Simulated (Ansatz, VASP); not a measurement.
## HfO2: VASP beside Ansatz

INCAR

```
SYSTEM = HfO2
PREC     = Accurate       ! precision mode
ENCUT    = 600            ! plane-wave cutoff, eV
EDIFF    = 1E-6           ! SCF threshold, eV
ISMEAR   = 0              ! smearing method
SIGMA    = 0.02           ! smearing width, eV
LREAL    = .FALSE.        ! projectors in reciprocal space
LASPH    = .TRUE.         ! aspherical terms in the spheres
NELM     = 80             ! most SCF steps
ALGO     = Fast           ! electronic algorithm
ISIF     = 3              ! what is computed and relaxed
LWAVE    = .FALSE.        ! write WAVECAR
LCHARG   = .FALSE.        ! write CHGCAR
GGA      = PS             ! functional
IBRION   = 2              ! ionic algorithm
NSW      = 70             ! ionic steps
EDIFFG   = -0.005         ! ionic threshold
```

KPOINTS

```
Automatic mesh
0
G
  8 8 8
  0 0 0
```

Contents of POSCAR:

```
HfO2
1.0
    0.0000000000      2.5488057611      2.5488057611
    2.5488057611      0.0000000000      2.5488057611
    2.5488057611      2.5488057611      0.0000000000
Hf O
1 2
Direct
    0.0000000000      0.0000000000      0.0000000000
    0.2500000000      0.2500000000      0.2500000000
    0.7500000000      0.7500000000      0.7500000000
```

Input for Ansatz:

```yaml
crystal:
  lattice:
    - [0.0, 2.5488057611, 2.5488057611]
    - [2.5488057611, 0.0, 2.5488057611]
    - [2.5488057611, 2.5488057611, 0.0]
  atoms:
    - { symbol: Hf, position: [0.0, 0.0, 0.0] }
    - { symbol: O, position: [0.25, 0.25, 0.25] }
    - { symbol: O, position: [0.75, 0.75, 0.75] }
basis:
  ecutwfc: 420
kpoints:
  mp_grid: { grid: [8, 8, 8] }
hamiltonian:
  xc: pbesol
scf:
  occupations: { method: gaussian, width: 0.02 }
output:
  forces: true
  stress: true
  eigenvalues: true
relax:
  adjacent_minimum: "off"
  f_tol: 0.005
  max_steps: 50
  cell: { stress_tol: 0.05 }
```

Alike in both runs: task relaxation of cell and atoms; functional PBEsol; k mesh 8 × 8 × 8; occupations gaussian, width 0.02 eV; no spin polarisation.

|  | VASP | Ansatz |
| --- | --- | --- |
| version | VASP 6.6.1 | Ansatz 0.2.0 |
| potentials or method | VASP PAW PBE potentials, release 64 (Hf_pv, O) | scalar-relativistic, plane waves, PAW |
| plane-wave cutoff (eV) | 600 | 420 |
| valence electrons in the cell | 22 | 38 |

|  | VASP | Ansatz | Ansatz less VASP |
| --- | --- | --- | --- |
| gap on the k mesh at the Fermi level, each at its own relaxed structure (eV) | 3.75 | 3.69 | -0.063 |
| relaxed volume (Å³/atom) | 10.53 | 10.69 | +0.161 |
| relaxed cell length with the largest relative difference (Å) | 3.549 | 3.567 | +0.0180 |
| energy change over the relaxation (meV/atom) | -19 | -9 | +10.3 |

The two sets of potentials don't hold the same shells in valence.

Caveats: the PAW data sets were made with another functional, which shifts forces and pressure a little (VASP); spin-orbit coupling is left out, which moves the levels of the heavy elements. Expect the measured gap to be larger: semilocal functionals such as PBEsol lack the derivative discontinuity. A k mesh can miss the band edges.
